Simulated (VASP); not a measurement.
# Al3Ga5As8 (R3m) in VASP: notebook

The runs below take Al3Ga5As8 through band structure, with PBEsol, r2SCAN.

Program: VASP 6.6.1. These are calculated values, not measurements. Logs are shortened: lines on timing, memory, paths and dates and some standing lists are left out, and cuts for length are marked.

### 1 Starting point

The structure is trigonal, space group R3m (No. 160). Conventional cell: a = 8.020 Å, b = 8.020 Å, c = 19.646 Å, α = 90.00°, β = 90.00°, γ = 120.00°. Around Al (site symmetry m) lie 4 As at 2.45 to 2.46 Å. Ga (site symmetry 3m) has 4 As at 2.45 to 2.46 Å as nearest neighbours. Around Ga (site symmetry 3m) lie 4 As at 2.45 to 2.46 Å. Ga (site symmetry m) is surrounded by 4 As at 2.45 to 2.46 Å. Around As (site symmetry m) lie 3 Ga at 2.46 Å and 1 Al at 2.46 Å. As (site symmetry 3m) is surrounded by 3 Al at 2.45 Å and 1 Ga at 2.45 Å. As (site symmetry 3m) has 4 Ga at 2.46 Å as nearest neighbours. As (site symmetry m) has 2 Ga at 2.45 Å and 2 Al at 2.46 Å as nearest neighbours.

The cell was built by a generator and needn't be a form met in nature.

### 2 Band structure, PBEsol, spin-orbit coupling, no magnetisation

Contents of INCAR:

```
SYSTEM = Al3Ga5As8
PREC = Accurate
ENCUT = 520
EDIFF = 1E-6
ISMEAR = 0
SIGMA = 0.03
LREAL = .FALSE.
LASPH = .TRUE.
NELM = 80
ALGO = Normal
ISIF = 2
LWAVE = .FALSE.
LCHARG = .FALSE.
MAGMOM = 0 0 0 0 0 0 0 0 0 0 0 0 0 0 0 0 0 0 0 0 0 0 0 0 0 0 0 0 0 0 0 0 0 0 0 0 0 0 0 0 0 0 0 0 0 0 0 0
LORBIT = 11
LSORBIT = .TRUE.
GGA_COMPAT = .FALSE.
GGA = PS
NBANDS = 142
```

Contents of KPOINTS:

```
Automatic mesh
0
G
  3 3 3
  0 0 0
```

Contents of POSCAR:

```
Al3Ga5As8                               
1.0
   -5.6711151296      5.6711151296      0.0000000000
   -5.6711151296      0.0000000000      5.6711151296
    0.0000998376      5.6712149672      5.6712149672
  Al              Ga              As            
     3     5     8
Direct
     0.9999992971683235    0.9999992971683235    0.9995415450381446
     0.5004598606252083    0.9999992971683235    0.9995415450381446
     0.9999992971683235    0.5004598606252083    0.9995415450381446
     0.9998691190042919    0.9998691190042919    0.5003926429871172
     0.5001357298593436    0.5001357298593436    0.9995928104219621
     0.5000000491278399    0.9996976978195095    0.5003022039248108
     0.9996976978195095    0.5000000491278399    0.5003022039248108
     0.5000000491278399    0.5000000491278399    0.5003022039248108
     0.8749786802077008    0.8749786802077008    0.3750637810558019
     0.3749788585287965    0.8749786802077008    0.3750637810558019
     0.8749786802077008    0.3749788585287965    0.3750637810558019
     0.8749557523511211    0.8749557523511211    0.8751327429466368
     0.3749932935915568    0.3749932935915568    0.3750201192253297
     0.3749668158701887    0.8750200034720668    0.8750463647875558
     0.8750200034720668    0.3749668158701887    0.8750463647875558
     0.3749668158701887    0.3749668158701887    0.8750463647875558
```

Contents of KPOINTS_OPT:

```
explicit points
6
Reciprocal
 0.0000000000  0.0000000000  0.0000000000 1
 0.3750000000  0.3750000000  0.7500000000 1
 0.5000000000  0.5000000000  0.5000000000 1
 0.6250000000  0.2500000000  0.6250000000 1
 0.5000000000  0.2500000000  0.7500000000 1
 0.5000000000  0.0000000000  0.5000000000 1
```

Potentials or basis: VASP PAW PBE potentials, release 64 (Al, Ga_d, As).

The run is started by

```sh
$ cat potpaw_PBE.64/Al/POTCAR potpaw_PBE.64/Ga_d/POTCAR potpaw_PBE.64/As/POTCAR > POTCAR
$ mpirun -np 4 vasp_ncl > vasp.out
```

OUTCAR:

```text
SYSTEM = Al3Ga5As8
   PREC = Accurate
   ENCUT = 520
   EDIFF = 1E-6
   ISMEAR = 0
   LREAL = .FALSE.
   LASPH = .TRUE.
   NELM = 80
   ISIF = 2
   LORBIT = 11
   LSORBIT = .TRUE.
   GGA = PS

 ion  position               nearest neighbor table
   1  1.000  1.000  1.000-  12 2.45  14 2.46  15 2.46   9 2.46
   2  0.500  1.000  1.000-  12 2.45  14 2.46  16 2.46  10 2.46
   3  1.000  0.500  1.000-  12 2.45  15 2.46  16 2.46  11 2.46
   4  1.000  1.000  0.500-  12 2.45   9 2.46  11 2.46  10 2.46
   5  0.500  0.500  1.000-  16 2.45  15 2.45  14 2.45  13 2.46
   6  0.500  1.000  0.500-  14 2.45  10 2.46   9 2.46  13 2.46
[... 8 lines left out ...]
  15  0.875  0.375  0.875-   7 2.45   5 2.45   3 2.46   1 2.46
  16  0.375  0.375  0.875-   8 2.45   5 2.45   3 2.46   2 2.46

  LATTYP: Found a trigonal (rhomboedric) cell.
 ALAT       =     8.0203091224
 COS(alpha) =     0.5000176042

  Lattice vectors:

 A1 = (   5.6712149672,   0.0000998376,   5.6712149672)
 A2 = (   5.6712149672,   5.6712149672,   0.0000998376)
 A3 = (   0.0000998376,   5.6712149672,   5.6712149672)

Analysis of symmetry for initial positions (statically):
=====================================================================
 Subroutine PRICEL returns:
 Original cell was already a primitive cell.

 Routine SETGRP: Setting up the symmetry group for a
 trigonal (rhombohedral) supercell.

 Subroutine GETGRP returns: Found  6 space group operations
 (whereof  2 operations were pure point group operations)
 out of a pool of 12 trial point group operations.

The static configuration has the point symmetry C_1h.
 The point group associated with its full space group is C_3v.

Analysis of symmetry for dynamics (positions and initial velocities):
=====================================================================
 Subroutine PRICEL returns:
 Original cell was already a primitive cell.

 Routine SETGRP: Setting up the symmetry group for a
 trigonal (rhombohedral) supercell.

 Subroutine GETGRP returns: Found  6 space group operations
 (whereof  2 operations were pure point group operations)
 out of a pool of 12 trial point group operations.

The dynamic configuration has the point symmetry C_1h.
 The point group associated with its full space group is C_3v.

Analysis of structural, dynamic, and magnetic symmetry:
=====================================================================
 Subroutine PRICEL returns:
 Original cell was already a primitive cell.

 Routine SETGRP: Setting up the symmetry group for a
 trigonal (rhombohedral) supercell.

[... 1491 lines left out ...]
     -8.50918     11.33973      8.50678        -0.001767     -0.001767      0.000446
    -11.34070      8.50821      8.50821         0.001123      0.001123      0.001123
     -5.67255      8.50523      8.50523        -0.000738     -0.000738     -0.000738
     -8.50491      5.67288      8.50672         0.002175      0.002175      0.000182
[... 8 lines left out ...]
     -7.08873      9.92492      7.08906         0.000481      0.005749      0.000481
     -4.25287      7.08906      7.08906         0.005749      0.000481      0.000481
 -----------------------------------------------------------------------------------
    total drift:                                0.000448      0.000446      0.000446

  FREE ENERGIE OF THE ION-ELECTRON SYSTEM (eV)
  ---------------------------------------------------
  free  energy   TOTEN  =       -75.5669285045 eV

  energy  without entropy=      -75.5669285045  energy(sigma->0) =      -75.56692850

 Spin-Orbit-Coupling matrix elements

 Ion:    1  E_soc:     -0.0001783
 l=   1
     0.0000000    -0.0000299    -0.0000296
    -0.0000299     0.0000000    -0.0000296
    -0.0000296    -0.0000296     0.0000000
 l=   2
     0.0000000     0.0000000     0.0000000     0.0000000     0.0000000
     0.0000000     0.0000000     0.0000000     0.0000000     0.0000000
     0.0000000     0.0000000     0.0000000     0.0000000     0.0000000
     0.0000000     0.0000000     0.0000000     0.0000000     0.0000000
     0.0000000     0.0000000     0.0000000     0.0000000     0.0000000
 l=   3
     0.0000000     0.0000000     0.0000000     0.0000000     0.0000000     0.0000000     0.0000000
     0.0000000     0.0000000     0.0000000     0.0000000     0.0000000     0.0000000     0.0000000
     0.0000000     0.0000000     0.0000000     0.0000000     0.0000000     0.0000000     0.0000000
     0.0000000     0.0000000     0.0000000     0.0000000     0.0000000     0.0000000     0.0000000
[... 289 lines left out ...]
 l=   2
     0.0000000    -0.0000039     0.0000000    -0.0000039    -0.0000040
    -0.0000039     0.0000000    -0.0000030    -0.0000039    -0.0000010
     0.0000000    -0.0000030     0.0000000    -0.0000030     0.0000000
    -0.0000039    -0.0000039    -0.0000030     0.0000000    -0.0000010
    -0.0000040    -0.0000010     0.0000000    -0.0000010     0.0000000
 l=   3
     0.0000000     0.0000000     0.0000000     0.0000000     0.0000000     0.0000000     0.0000000
     0.0000000     0.0000000     0.0000000     0.0000000     0.0000000     0.0000000     0.0000000
     0.0000000     0.0000000     0.0000000     0.0000000     0.0000000     0.0000000     0.0000000
     0.0000000     0.0000000     0.0000000     0.0000000     0.0000000     0.0000000     0.0000000
     0.0000000     0.0000000     0.0000000     0.0000000     0.0000000     0.0000000     0.0000000
     0.0000000     0.0000000     0.0000000     0.0000000     0.0000000     0.0000000     0.0000000
     0.0000000     0.0000000     0.0000000     0.0000000     0.0000000     0.0000000     0.0000000

 total charge

# of ion       s       p       d       tot
------------------------------------------
    1        0.404   0.370   0.000   0.773
    2        0.404   0.370   0.000   0.773
    3        0.404   0.370   0.000   0.773
    4        0.877   0.791   9.994  11.661
    5        0.877   0.791   9.994  11.661
    6        0.878   0.793   9.994  11.664
[... 8 lines left out ...]
   15        1.202   1.637   0.027   2.866
   16        1.202   1.637   0.027   2.866
--------------------------------------------------
tot         15.230  18.063  50.193  83.485

 magnetization (x)

# of ion       s       p       d       tot
------------------------------------------
    1        0.000   0.000   0.000   0.000
    2       -0.000  -0.000   0.000  -0.000
    3        0.000   0.000   0.000   0.000
    4        0.000   0.000   0.000   0.000
    5        0.000   0.000   0.000   0.000
    6       -0.000  -0.000  -0.000  -0.000
[... 8 lines left out ...]
   15        0.000  -0.000  -0.000  -0.000
   16        0.000   0.000   0.000   0.000
--------------------------------------------------
tot          0.000   0.000   0.000   0.000

 magnetization (y)

# of ion       s       p       d       tot
------------------------------------------
    1        0.000   0.000   0.000   0.000
    2        0.000   0.000   0.000   0.000
    3       -0.000  -0.000   0.000  -0.000
    4        0.000   0.000   0.000   0.000
    5        0.000   0.000   0.000   0.000
    6        0.000   0.000   0.000   0.000
[... 8 lines left out ...]
   15       -0.000  -0.000   0.000  -0.000
   16       -0.000   0.000   0.000   0.000
--------------------------------------------------
tot          0.000  -0.000   0.000  -0.000

 magnetization (z)

# of ion       s       p       d       tot
------------------------------------------
    1       -0.000  -0.000   0.000  -0.000
    2        0.000   0.000   0.000   0.000
    3        0.000   0.000   0.000   0.000
    4        0.000   0.000   0.000   0.000
    5        0.000   0.000   0.000   0.000
    6        0.000   0.000   0.000   0.000
[... 8 lines left out ...]
   15       -0.000   0.000   0.000   0.000
   16        0.000  -0.000  -0.000  -0.000
--------------------------------------------------
tot         -0.000   0.000   0.000   0.000
```

Wall time 8.3 min (4 MPI ranks of Intel Xeon 6975P-C (Granite Rapids), shared host); peak memory 0.63 GiB.

Results:

- Free energy: -75.5669 eV
- Pressure: 0.0 GPa
- Largest force: 0.007 eV/Å
- Valence electrons inside the program's atomic spheres: Al 0.77; Ga 11.66; As 2.85, 2.89, 2.83, 2.87

Forces in eV/Å, atoms in the order of the input:
```
Al   0.000 -0.002 -0.002
Al  -0.002  0.000 -0.002
Al  -0.002 -0.002  0.000
Ga   0.001  0.001  0.001
Ga  -0.001 -0.001 -0.001
Ga   0.002  0.002  0.000
Ga   0.002  0.000  0.002
Ga   0.000  0.002  0.002
As  -0.003 -0.004 -0.004
As  -0.004 -0.003 -0.004
As  -0.004 -0.004 -0.003
As   0.002  0.002  0.002
As   0.001  0.001  0.001
As   0.000  0.000  0.006
As   0.000  0.006  0.000
As   0.006  0.000  0.000
```

Caveat: the PAW data sets were made with another functional, which shifts forces and pressure a little.

### 3 Band structure, r2SCAN

Contents of INCAR:

```
SYSTEM = Al3Ga5As8
PREC = Accurate
ENCUT = 520
EDIFF = 1E-6
ISMEAR = 0
SIGMA = 0.03
LREAL = .FALSE.
LASPH = .TRUE.
NELM = 80
ALGO = Normal
ISIF = 2
LWAVE = .FALSE.
LCHARG = .FALSE.
METAGGA = R2SCAN
LMIXTAU = .TRUE.
NBANDS = 71
KPAR = 4
```

Contents of KPOINTS:

```
Automatic mesh
0
G
  6 6 5
  0 0 0
```

POSCAR is that of step 2.

KPOINTS_OPT is that of step 2.

Potentials or basis: VASP PAW PBE potentials, release 64 (Al, Ga_d, As).

The run is started by

```sh
$ cat potpaw_PBE.64/Al/POTCAR potpaw_PBE.64/Ga_d/POTCAR potpaw_PBE.64/As/POTCAR > POTCAR
$ mpirun -np 4 vasp_std > vasp.out
```

OUTCAR:

```text
SYSTEM = Al3Ga5As8
   PREC = Accurate
   ENCUT = 520
   EDIFF = 1E-6
   ISMEAR = 0
   LREAL = .FALSE.
   LASPH = .TRUE.
   NELM = 80
   ISIF = 2
   METAGGA = R2SCAN

 ion  position               nearest neighbor table
   1  1.000  1.000  1.000-  12 2.45  14 2.46  15 2.46   9 2.46
   2  0.500  1.000  1.000-  12 2.45  14 2.46  16 2.46  10 2.46
   3  1.000  0.500  1.000-  12 2.45  15 2.46  16 2.46  11 2.46
   4  1.000  1.000  0.500-  12 2.45   9 2.46  11 2.46  10 2.46
   5  0.500  0.500  1.000-  16 2.45  15 2.45  14 2.45  13 2.46
   6  0.500  1.000  0.500-  14 2.45  10 2.46   9 2.46  13 2.46
[... 8 lines left out ...]
  15  0.875  0.375  0.875-   7 2.45   5 2.45   3 2.46   1 2.46
  16  0.375  0.375  0.875-   8 2.45   5 2.45   3 2.46   2 2.46

  LATTYP: Found a trigonal (rhomboedric) cell.
 ALAT       =     8.0203091224
 COS(alpha) =     0.5000176042

  Lattice vectors:

 A1 = (   5.6712149672,   0.0000998376,   5.6712149672)
 A2 = (   5.6712149672,   5.6712149672,   0.0000998376)
 A3 = (   0.0000998376,   5.6712149672,   5.6712149672)

Analysis of symmetry for initial positions (statically):
[... 233 lines left out ...]
 k-point     1 :       0.0000    0.0000    0.0000
  band No.  band energies     occupation
      1     -11.5589      2.00000
      2     -11.5334      2.00000
      3     -11.5334      2.00000
      4     -11.5051      2.00000
      5     -11.4972      2.00000
      6     -11.4972      2.00000
[... 1717 lines left out ...]
     68       7.5532      0.00000
     69       7.7442      0.00000

 [... further k-points ...]

 [bands above 69 left out]

------------------------ aborting loop because EDIFF is reached ----------------------------------------

  FORCE on cell =-STRESS in cart. coord.  units (eV):
  Direction    XX          YY          ZZ          XY          YZ          ZX
  --------------------------------------------------------------------------------------
  -------------------------------------------------------------------------------------
  Total        0.0976555      0.0976555      0.0976555     -0.0073757     -0.0073757     -0.0073757
  in kB        0.4289045      0.4289045      0.4289045     -0.0323943     -0.0323943     -0.0323943
  external PRESSURE =       0.4289045 kB  Pullay stress =       0.0000000 kB

 VOLUME and BASIS-vectors are now :
 -----------------------------------------------------------------------------
  energy-cutoff  :      520.00
  volume of cell :      364.79
      direct lattice vectors                 reciprocal lattice vectors
    -5.671115130  5.671115130  0.000000000    -0.088165306  0.088166858 -0.088165306
    -5.671115130  0.000000000  5.671115130    -0.088165306 -0.088165306  0.088166858
     0.000099838  5.671214967  5.671214967     0.088163754  0.088163754  0.088163754

 POSITION                                       TOTAL-FORCE (eV/Angst)
 -----------------------------------------------------------------------------------
    -11.34212     11.33973     11.33973        -0.000138     -0.005727     -0.005727
     -8.50918      8.50678     11.33973        -0.005727     -0.000138     -0.005727
     -8.50918     11.33973      8.50678        -0.005727     -0.005727     -0.000138
    -11.34070      8.50821      8.50821         0.004077      0.004077      0.004077
     -5.67255      8.50523      8.50523        -0.004470     -0.004470     -0.004470
     -8.50491      5.67288      8.50672         0.005369      0.005369     -0.000019
[... 8 lines left out ...]
     -7.08873      9.92492      7.08906         0.000795      0.061577      0.000795
     -4.25287      7.08906      7.08906         0.061577      0.000795      0.000795
 -----------------------------------------------------------------------------------
    total drift:                                0.001555      0.001575      0.001575

  FREE ENERGIE OF THE ION-ELECTRON SYSTEM (eV)
  ---------------------------------------------------
  free  energy   TOTEN  =      -203.3217853670 eV

  energy  without entropy=     -203.3217853670  energy(sigma->0) =     -203.32178537
```

OSZICAR:

```text
N       E                     dE             d eps       ncg     rms          rms(c)
DAV:   1     0.943159209422E+03    0.94316E+03   -0.48320E+04  8639   0.200E+03
DAV:   2    -0.106639188163E+02   -0.95382E+03   -0.91012E+03  8698   0.593E+02
DAV:   3    -0.201726819610E+03   -0.19106E+03   -0.18196E+03  9394   0.180E+02
[... 22 lines left out ...]
DAV:   1     0.232382933591E+05   -0.73222E+04      936
DAV:   2     0.174536386194E+05   -0.57847E+04      924
DAV:   3     0.162708444507E+05   -0.11828E+04     1049
DAV:   4     0.161827054976E+05   -0.88139E+02     1040
DAV:   5     0.161791154872E+05   -0.35900E+01     1232
DAV:   6     0.161789976036E+05   -0.11788E+00     1233
DAV:   7     0.161789949803E+05   -0.26233E-02     1264
DAV:   8     0.161789948683E+05   -0.11199E-03     1217
DAV:   9     0.161789948657E+05   -0.26081E-05      856
DAV:  10     0.161789948655E+05   -0.22842E-06      609
```

It took 21 min on 4 MPI ranks of Intel Xeon 6975P-C (Granite Rapids), shared host; peak memory 1.9 GiB.

Results:

```yaml
Free_energy: -203.3218 eV
Pressure: 0.0 GPa
Largest_force: 0.062 eV/Å
Band_gap_on_the_k_mesh: 1.25 eV, direct
Band_gap_along_the_path: 1.25 eV, direct
```

Forces on the atoms (eV/Å):
```
Al   0.000 -0.006 -0.006
Al  -0.006  0.000 -0.006
Al  -0.006 -0.006  0.000
Ga   0.004  0.004  0.004
Ga  -0.004 -0.004 -0.004
Ga   0.005  0.005  0.000
Ga   0.005  0.000  0.005
Ga   0.000  0.005  0.005
As  -0.031 -0.031 -0.031
As  -0.031 -0.031 -0.031
As  -0.031 -0.031 -0.031
As   0.030  0.030  0.030
As   0.000  0.000  0.000
As   0.001  0.001  0.062
As   0.001  0.062  0.001
As   0.062  0.001  0.001
```

Caveat: the PAW data sets were made with another functional, which shifts forces and pressure a little. r2SCAN opens gaps a little over a GGA but as a rule still falls short of measured ones.
